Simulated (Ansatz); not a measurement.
# Ytterbium, fcc under m-r²SCAN: ground state and equation of state, part 2 of 2

What does m-r²SCAN give for ytterbium in the fcc structure? We relax it, solve it on a dense k-mesh, then scale the cell to 7 volumes from 88 to 112 % of the relaxed one and try a fit of the equation of state. The start is ferromagnetic. The k-meshes are 10×10×10 for the relaxation; 17×17×17 for the dense run; 17×17×17 for the volumes. It starts from a deposited cell (COD).

Ansatz 0.2.0; DFT, m-r2SCAN, plane waves (500 eV) with PAW, scalar-relativistic. The steps go on from the part before.

**3. The energy on a finer k-mesh**

input.yaml

```yaml
crystal:
  lattice:
    - [0.0, 2.6007920041, 2.6007920041]
    - [2.6007920041, 0.0, 2.6007920041]
    - [2.6007920041, 2.6007920041, 0.0]
  atoms:
    - { symbol: Yb, position: [0.0, 0.0, 0.0], spin: 1.0 }
hamiltonian:
  xc: mr2scan
  pseudopotentials:
    kind: paw
    azcp:
      Yb: "pseudopotentials/Yb.paw.azcp"
basis:
  ecutwfc: 500
  fft_grid_basis: typed
kpoints:
  mp_grid: { grid: [17, 17, 17], shift: [0, 0, 0] }
magnetization:
  spin_polarized: true
scf:
  occupations: { method: fermi_dirac, width: 0.05 }
```

Output, cut to the lines that bear on the results:

```text
Warning: where an SCF of this run starts from atoms to list the orders of its open shells, Yb (site 0, from 0) starts with 0.44 μB on its 4f shell and 0.44 μB on its 5d shell, in the place of the 1.00 μB that the deck gives it: its open shells can hold no more by Hund's first rule. To [...]
Warning: RAYON_NUM_THREADS=4 ignored (pool sized by the plan → 4); use --threads N
[...]
Pseudopotentials: kind: paw
Pseudopotential: Yb, paw, valence charge 24, recommended cutoff 500 eV (meta_gga), <dir>
Functional definition: m-r2SCAN
[...]
Crystal: 1 atoms, lattice volume = 35.184 Å³
Basis set: ecut = 500 eV, 893 PW (Γ), exchange–correlation on 108×108×108 points (64 copies of the dense FFT grid, shifted against one another)
[...]
WARN: the starting moments were not kept: the SCF closed with an absolute magnetisation of 1.4e-5 μB, where they sum to 1 μB in size (1 site). That is at most 0.1 of that sum. Measured as dr2_m measures the in/out step, that magnetisation stands 9.5e-11 eV from none, at or under the [...]
this state was not tested for a lower state beside it, because the mixer in use, unlike msr1, does not test its closes by its own steps (another_mixer; see scf.mixing.algorithm and scf.lower_state_search)
SCF converged after 20 iterations
Magnetization: 0.0000 μB (12.0000 up, 12.0000 down)
Absolute magnetization: 0.0000 μB (∫|ρ↑−ρ↓|, with the PAW one-centre terms)
Spin contamination: 0.0000 ħ² per cell (⟨S²⟩ above its minimum at these occupations)
Per-site moments (μB) at R_I (Å): [(-1.8684646544970956e-6, 1.5172060716077604)]
Free energy (F): -13805.839998 eV
[...]
E sigma→0 (E₀):  -13805.834579 eV
Entropy (-TS):   -0.010837 eV (-10.837 meV/atom)
Fermi energy:    10.880238 eV
[...]
```

It took 14 s on 4 threads of an Arm CPU, shared host; peak memory 0.53 GiB.

**4. At 88 % of the relaxed volume**

input.yaml, as its differences from that of step 3:

```diff
@@ -2,5 +2,5 @@
   lattice:
-    - [0.0, 2.6007920041, 2.6007920041]
-    - [2.6007920041, 0.0, 2.6007920041]
-    - [2.6007920041, 2.6007920041, 0.0]
+    - [0.0, 2.4922972905, 2.4922972905]
+    - [2.4922972905, 0.0, 2.4922972905]
+    - [2.4922972905, 2.4922972905, 0.0]
   atoms:
@@ -22 +22,3 @@
   occupations: { method: fermi_dirac, width: 0.05 }
+output:
+  stress: true
```

Output, cut to the lines that bear on the results:

```text
Warning: where an SCF of this run starts from atoms to list the orders of its open shells, Yb (site 0, from 0) starts with 0.44 μB on its 4f shell and 0.44 μB on its 5d shell, in the place of the 1.00 μB that the deck gives it: its open shells can hold no more by Hund's first rule. To [...]
Warning: RAYON_NUM_THREADS=4 ignored (pool sized by the plan → 4); use --threads N
[...]
[... 3 set-up lines as earlier in the session ...]
[...]
Crystal: 1 atoms, lattice volume = 30.962 Å³
Basis set: ecut = 500 eV, 749 PW (Γ), exchange–correlation on 108×108×108 points (64 copies of the dense FFT grid, shifted against one another)
[...]
WARN: the starting moments were not kept: the SCF closed with an absolute magnetisation of 5.1e-6 μB, where they sum to 1 μB in size (1 site). That is at most 0.1 of that sum. Measured as dr2_m measures the in/out step, that magnetisation stands 1.3e-11 eV from none, at or under the [...]
this state was not tested for a lower state beside it, because the mixer in use, unlike msr1, does not test its closes by its own steps (another_mixer; see scf.mixing.algorithm and scf.lower_state_search)
SCF converged after 22 iterations
Magnetization: 0.0000 μB (12.0000 up, 12.0000 down)
Absolute magnetization: 0.0000 μB (∫|ρ↑−ρ↓|, with the PAW one-centre terms)
Spin contamination: 0.0000 ħ² per cell (⟨S²⟩ above its minimum at these occupations)
Per-site moments (μB) at R_I (Å): [(-6.224998095412117e-7, 1.4539142597474624)]
Free energy (F): -13805.801929 eV
[...]
E sigma→0 (E₀):  -13805.797067 eV
Entropy (-TS):   -0.009725 eV (-9.725 meV/atom)
Fermi energy:    12.575484 eV
[...]
--- Stress (GPa, compression-positive) ---
        3.147590       0.000000      -0.000000
        0.000000       3.147590       0.000000
       -0.000000       0.000000       3.147590
  P = ⅓ Tr σ = 3.1476 GPa (31.476 kbar)
```

It took 17 s on 4 threads of an Arm CPU, shared host; peak memory 0.54 GiB.

**5. At 92 % of the relaxed volume**

input.yaml, as its differences from that of step 4:

```diff
@@ -2,5 +2,5 @@
   lattice:
-    - [0.0, 2.4922972905, 2.4922972905]
-    - [2.4922972905, 0.0, 2.4922972905]
-    - [2.4922972905, 2.4922972905, 0.0]
+    - [0.0, 2.5295012425, 2.5295012425]
+    - [2.5295012425, 0.0, 2.5295012425]
+    - [2.5295012425, 2.5295012425, 0.0]
   atoms:
```

Output, cut to the lines that bear on the results:

```text
Warning: where an SCF of this run starts from atoms to list the orders of its open shells, Yb (site 0, from 0) starts with 0.44 μB on its 4f shell and 0.44 μB on its 5d shell, in the place of the 1.00 μB that the deck gives it: its open shells can hold no more by Hund's first rule. To [...]
Warning: RAYON_NUM_THREADS=4 ignored (pool sized by the plan → 4); use --threads N
[...]
[... 3 set-up lines as earlier in the session ...]
[...]
Crystal: 1 atoms, lattice volume = 32.369 Å³
Basis set: ecut = 500 eV, 869 PW (Γ), exchange–correlation on 108×108×108 points (64 copies of the dense FFT grid, shifted against one another)
[...]
WARN: the starting moments were not kept: the SCF closed with an absolute magnetisation of 1.1e-5 μB, where they sum to 1 μB in size (1 site). That is at most 0.1 of that sum. Measured as dr2_m measures the in/out step, that magnetisation stands 4.9e-11 eV from none, at or under the [...]
this state was not tested for a lower state beside it, because the mixer in use, unlike msr1, does not test its closes by its own steps (another_mixer; see scf.mixing.algorithm and scf.lower_state_search)
SCF converged after 22 iterations
Magnetization: 0.0000 μB (12.0000 up, 12.0000 down)
Absolute magnetization: 0.0000 μB (∫|ρ↑−ρ↓|, with the PAW one-centre terms)
Spin contamination: 0.0000 ħ² per cell (⟨S²⟩ above its minimum at these occupations)
Per-site moments (μB) at R_I (Å): [(-5.307371636158358e-7, 1.4756176723130268)]
Free energy (F): -13805.824061 eV
[...]
E sigma→0 (E₀):  -13805.819314 eV
Entropy (-TS):   -0.009494 eV (-9.494 meV/atom)
Fermi energy:    11.972209 eV
[...]
--- Stress (GPa, compression-positive) ---
        1.924815       0.000000      -0.000000
       -0.000000       1.924815       0.000000
        0.000000      -0.000000       1.924815
  P = ⅓ Tr σ = 1.9248 GPa (19.248 kbar)
```

Wall time 16 s (4 threads of an Arm CPU, shared host); peak memory 0.55 GiB.

**6. At 96 % of the relaxed volume**

input.yaml, as its differences from that of step 5:

```diff
@@ -2,5 +2,5 @@
   lattice:
-    - [0.0, 2.5295012425, 2.5295012425]
-    - [2.5295012425, 0.0, 2.5295012425]
-    - [2.5295012425, 2.5295012425, 0.0]
+    - [0.0, 2.5656418573, 2.5656418573]
+    - [2.5656418573, 0.0, 2.5656418573]
+    - [2.5656418573, 2.5656418573, 0.0]
   atoms:
```

Output, cut to the lines that bear on the results:

```text
Warning: where an SCF of this run starts from atoms to list the orders of its open shells, Yb (site 0, from 0) starts with 0.44 μB on its 4f shell and 0.44 μB on its 5d shell, in the place of the 1.00 μB that the deck gives it: its open shells can hold no more by Hund's first rule. To [...]
Warning: RAYON_NUM_THREADS=4 ignored (pool sized by the plan → 4); use --threads N
[...]
[... 3 set-up lines as earlier in the session ...]
[...]
Crystal: 1 atoms, lattice volume = 33.777 Å³
Basis set: ecut = 500 eV, 869 PW (Γ), exchange–correlation on 108×108×108 points (64 copies of the dense FFT grid, shifted against one another)
[...]
WARN: the starting moments were not kept: the SCF closed with an absolute magnetisation of 9.4e-6 μB, where they sum to 1 μB in size (1 site). That is at most 0.1 of that sum. Measured as dr2_m measures the in/out step, that magnetisation stands 3.4e-11 eV from none, at or under the [...]
this state was not tested for a lower state beside it, because the mixer in use, unlike msr1, does not test its closes by its own steps (another_mixer; see scf.mixing.algorithm and scf.lower_state_search)
SCF converged after 22 iterations
Magnetization: 0.0000 μB (12.0000 up, 12.0000 down)
Absolute magnetization: 0.0000 μB (∫|ρ↑−ρ↓|, with the PAW one-centre terms)
Spin contamination: 0.0000 ħ² per cell (⟨S²⟩ above its minimum at these occupations)
Per-site moments (μB) at R_I (Å): [(-4.435872033907476e-7, 1.4967007731991249)]
Free energy (F): -13805.836266 eV
[...]
E sigma→0 (E₀):  -13805.831342 eV
Entropy (-TS):   -0.009849 eV (-9.849 meV/atom)
Fermi energy:    11.407966 eV
[...]
--- Stress (GPa, compression-positive) ---
        0.881068      -0.000000      -0.000000
        0.000000       0.881068      -0.000000
        0.000000       0.000000       0.881068
  P = ⅓ Tr σ = 0.8811 GPa (8.811 kbar)
```

Wall time 17 s (4 threads of an Arm CPU, shared host); peak memory 0.56 GiB.

**7. At 100 % of the relaxed volume**

input.yaml, as its differences from that of step 6:

```diff
@@ -2,5 +2,5 @@
   lattice:
-    - [0.0, 2.5656418573, 2.5656418573]
-    - [2.5656418573, 0.0, 2.5656418573]
-    - [2.5656418573, 2.5656418573, 0.0]
+    - [0.0, 2.6007920041, 2.6007920041]
+    - [2.6007920041, 0.0, 2.6007920041]
+    - [2.6007920041, 2.6007920041, 0.0]
   atoms:
```

Output, cut to the lines that bear on the results:

```text
Warning: where an SCF of this run starts from atoms to list the orders of its open shells, Yb (site 0, from 0) starts with 0.44 μB on its 4f shell and 0.44 μB on its 5d shell, in the place of the 1.00 μB that the deck gives it: its open shells can hold no more by Hund's first rule. To [...]
Warning: RAYON_NUM_THREADS=4 ignored (pool sized by the plan → 4); use --threads N
[...]
[... 3 set-up lines as earlier in the session ...]
[...]
Crystal: 1 atoms, lattice volume = 35.184 Å³
Basis set: ecut = 500 eV, 893 PW (Γ), exchange–correlation on 108×108×108 points (64 copies of the dense FFT grid, shifted against one another)
[...]
WARN: the starting moments were not kept: the SCF closed with an absolute magnetisation of 1.5e-5 μB, where they sum to 1 μB in size (1 site). That is at most 0.1 of that sum. Measured as dr2_m measures the in/out step, that magnetisation stands 1.1e-10 eV from none, at or under the [...]
SCF converged after 20 iterations
Magnetization: 0.0000 μB (12.0000 up, 12.0000 down)
Absolute magnetization: 0.0000 μB (∫|ρ↑−ρ↓|, with the PAW one-centre terms)
Spin contamination: 0.0000 ħ² per cell (⟨S²⟩ above its minimum at these occupations)
Per-site moments (μB) at R_I (Å): [(-2.217347601294799e-6, 1.5172060716077604)]
Free energy (F): -13805.839998 eV
[...]
E sigma→0 (E₀):  -13805.834579 eV
Entropy (-TS):   -0.010837 eV (-10.837 meV/atom)
Fermi energy:    10.880237 eV
[...]
--- Stress (GPa, compression-positive) ---
       -0.007640      -0.000000       0.000000
        0.000000      -0.007640      -0.000000
       -0.000000      -0.000000      -0.007640
  P = ⅓ Tr σ = -0.0076 GPa (-0.076 kbar)
```

Run time: 16 s. Hardware: 4 threads of an Arm CPU, shared host; peak memory 0.56 GiB.

**8. At 104 % of the relaxed volume**

input.yaml, as its differences from that of step 7:

```diff
@@ -2,5 +2,5 @@
   lattice:
-    - [0.0, 2.6007920041, 2.6007920041]
-    - [2.6007920041, 0.0, 2.6007920041]
-    - [2.6007920041, 2.6007920041, 0.0]
+    - [0.0, 2.6350168763, 2.6350168763]
+    - [2.6350168763, 0.0, 2.6350168763]
+    - [2.6350168763, 2.6350168763, 0.0]
   atoms:
```

Output, cut to the lines that bear on the results:

```text
Warning: where an SCF of this run starts from atoms to list the orders of its open shells, Yb (site 0, from 0) starts with 0.44 μB on its 4f shell and 0.44 μB on its 5d shell, in the place of the 1.00 μB that the deck gives it: its open shells can hold no more by Hund's first rule. To [...]
Warning: RAYON_NUM_THREADS=4 ignored (pool sized by the plan → 4); use --threads N
[...]
[... 3 set-up lines as earlier in the session ...]
[...]
Crystal: 1 atoms, lattice volume = 36.591 Å³
Basis set: ecut = 500 eV, 941 PW (Γ), exchange–correlation on 120×120×120 points (64 copies of the dense FFT grid, shifted against one another)
[...]
WARN: the starting moments were not kept: the SCF closed with an absolute magnetisation of 7.1e-6 μB, where they sum to 1 μB in size (1 site). That is at most 0.1 of that sum. Measured as dr2_m measures the in/out step, that magnetisation stands 1.9e-11 eV from none, at or under the [...]
SCF converged after 22 iterations
Magnetization: -0.0000 μB (12.0000 up, 12.0000 down)
Absolute magnetization: 0.0000 μB (∫|ρ↑−ρ↓|, with the PAW one-centre terms)
Spin contamination: 0.0000 ħ² per cell (⟨S²⟩ above its minimum at these occupations)
Per-site moments (μB) at R_I (Å): [(8.936410111192088e-7, 1.5371715989624974)]
Free energy (F): -13805.836576 eV
[...]
E sigma→0 (E₀):  -13805.830455 eV
Entropy (-TS):   -0.012242 eV (-12.242 meV/atom)
Fermi energy:    10.387898 eV
[...]
--- Stress (GPa, compression-positive) ---
       -0.750614      -0.000000      -0.000000
       -0.000000      -0.750614       0.000000
        0.000000       0.000000      -0.750614
  P = ⅓ Tr σ = -0.7506 GPa (-7.506 kbar)
```

Run time: 18 s. Hardware: 4 threads of an Arm CPU, shared host; peak memory 0.61 GiB.

**9. At 108 % of the relaxed volume**

input.yaml, as its differences from that of step 8:

```diff
@@ -2,5 +2,5 @@
   lattice:
-    - [0.0, 2.6350168763, 2.6350168763]
-    - [2.6350168763, 0.0, 2.6350168763]
-    - [2.6350168763, 2.6350168763, 0.0]
+    - [0.0, 2.6683750616, 2.6683750616]
+    - [2.6683750616, 0.0, 2.6683750616]
+    - [2.6683750616, 2.6683750616, 0.0]
   atoms:
```

Output, cut to the lines that bear on the results:

```text
Warning: where an SCF of this run starts from atoms to list the orders of its open shells, Yb (site 0, from 0) starts with 0.44 μB on its 4f shell and 0.44 μB on its 5d shell, in the place of the 1.00 μB that the deck gives it: its open shells can hold no more by Hund's first rule. To [...]
Warning: RAYON_NUM_THREADS=4 ignored (pool sized by the plan → 4); use --threads N
[...]
[... 3 set-up lines as earlier in the session ...]
[...]
Crystal: 1 atoms, lattice volume = 37.999 Å³
Basis set: ecut = 500 eV, 941 PW (Γ), exchange–correlation on 120×120×120 points (64 copies of the dense FFT grid, shifted against one another)
[...]
WARN: the starting moments were not kept: the SCF closed with an absolute magnetisation of 4.5e-5 μB, where they sum to 1 μB in size (1 site). That is at most 0.1 of that sum. Measured as dr2_m measures the in/out step, that magnetisation stands 8.0e-10 eV from none, at or under the [...]
SCF converged after 22 iterations
Magnetization: -0.0000 μB (12.0000 up, 12.0000 down)
Absolute magnetization: 0.0000 μB (∫|ρ↑−ρ↓|, with the PAW one-centre terms)
Spin contamination: 0.0000 ħ² per cell (⟨S²⟩ above its minimum at these occupations)
Per-site moments (μB) at R_I (Å): [(4.885823418406275e-6, 1.556631533165306)]
Free energy (F): -13805.827183 eV
[...]
E sigma→0 (E₀):  -13805.820240 eV
Entropy (-TS):   -0.013886 eV (-13.886 meV/atom)
Fermi energy:    9.928633 eV
[...]
--- Stress (GPa, compression-positive) ---
       -1.368308      -0.000000       0.000000
       -0.000000      -1.368308      -0.000000
       -0.000000       0.000000      -1.368308
  P = ⅓ Tr σ = -1.3683 GPa (-13.683 kbar)
```

Wall time 17 s (4 threads of an Arm CPU, shared host); peak memory 0.62 GiB.

**10. At 112 % of the relaxed volume**

input.yaml, as its differences from that of step 9:

```diff
@@ -2,5 +2,5 @@
   lattice:
-    - [0.0, 2.6683750616, 2.6683750616]
-    - [2.6683750616, 0.0, 2.6683750616]
-    - [2.6683750616, 2.6683750616, 0.0]
+    - [0.0, 2.7009194282, 2.7009194282]
+    - [2.7009194282, 0.0, 2.7009194282]
+    - [2.7009194282, 2.7009194282, 0.0]
   atoms:
```

Output, cut to the lines that bear on the results:

```text
Warning: where an SCF of this run starts from atoms to list the orders of its open shells, Yb (site 0, from 0) starts with 0.44 μB on its 4f shell and 0.44 μB on its 5d shell, in the place of the 1.00 μB that the deck gives it: its open shells can hold no more by Hund's first rule. To [...]
Warning: RAYON_NUM_THREADS=4 ignored (pool sized by the plan → 4); use --threads N
[...]
[... 3 set-up lines as earlier in the session ...]
[...]
Crystal: 1 atoms, lattice volume = 39.406 Å³
Basis set: ecut = 500 eV, 965 PW (Γ), exchange–correlation on 120×120×120 points (64 copies of the dense FFT grid, shifted against one another)
[...]
WARN: the starting moments were not kept: the SCF closed with an absolute magnetisation of 1.9e-5 μB, where they sum to 1 μB in size (1 site). That is at most 0.1 of that sum. Measured as dr2_m measures the in/out step, that magnetisation stands 3.9e-11 eV from none, at or under the [...]
this state was not tested for a lower state beside it, because the mixer in use, unlike msr1, does not test its closes by its own steps (another_mixer; see scf.mixing.algorithm and scf.lower_state_search)
SCF converged after 21 iterations
Magnetization: 0.0000 μB (12.0000 up, 12.0000 down)
Absolute magnetization: 0.0000 μB (∫|ρ↑−ρ↓|, with the PAW one-centre terms)
Spin contamination: 0.0000 ħ² per cell (⟨S²⟩ above its minimum at these occupations)
Per-site moments (μB) at R_I (Å): [(5.193918360474278e-6, 1.575616715572938)]
Free energy (F): -13805.812842 eV
[...]
E sigma→0 (E₀):  -13805.805036 eV
Entropy (-TS):   -0.015612 eV (-15.612 meV/atom)
Fermi energy:    9.499633 eV
[...]
--- Stress (GPa, compression-positive) ---
       -1.880290      -0.000000       0.000000
        0.000000      -1.880290      -0.000000
       -0.000000       0.000000      -1.880290
  P = ⅓ Tr σ = -1.8803 GPa (-18.803 kbar)
```

Wall time 18 s (4 threads of an Arm CPU, shared host); peak memory 0.62 GiB.

**11. The equation of state**

All volumes keep the relaxed shape and fractional coordinates.

```csv
V (Å³/atom),E − E₀ (meV/atom),P from the stress (GPa),P from the fit (GPa)
30.962,37.5,3.15,3.21
32.369,15.2,1.92,1.91
33.777,3.2,0.88,0.83
35.184,0.0,-0.01,-0.07
36.591,4.1,-0.75,-0.83
37.999,14.3,-1.37,-1.47
39.406,29.5,-1.88,-2.00
```

A third-order Birch-Murnaghan fit gives V₀ = 35.062 Å³/atom, B₀ = 21 GPa and B₀′ = 3.4; it misses no point by more than 0.07 meV/atom.

The fit is made to E(σ → 0), while the stress belongs to the free energy F; that is one source of the offset between the two pressures.

**12. Outcome**

This closing draws on all 2 parts.

```
                      quantity                         value
space group (spins left aside)               Fm-3m (No. 225)
             conventional cell                   a = 5.202 Å
                        volume                35.184 Å³/atom
             shortest distance                       3.678 Å
   against the measured volume      -14.8 % (41.281 Å³/atom)
               gap on the mesh  none (levels filled in part)
                magnetic state                  non-magnetic
                   V₀, B₀, B₀′   35.062 Å³/atom, 21 GPa, 3.4
```

In words: The relaxed volume lies 14.8 % below the deposited cell. Semilocal functionals tend to let ytterbium's f shell bond, which shrinks the cell. The moments die out: the run ends non-magnetic. Levels at the Fermi energy are filled in part, as in a metal. The fitted modulus is 21 GPa.
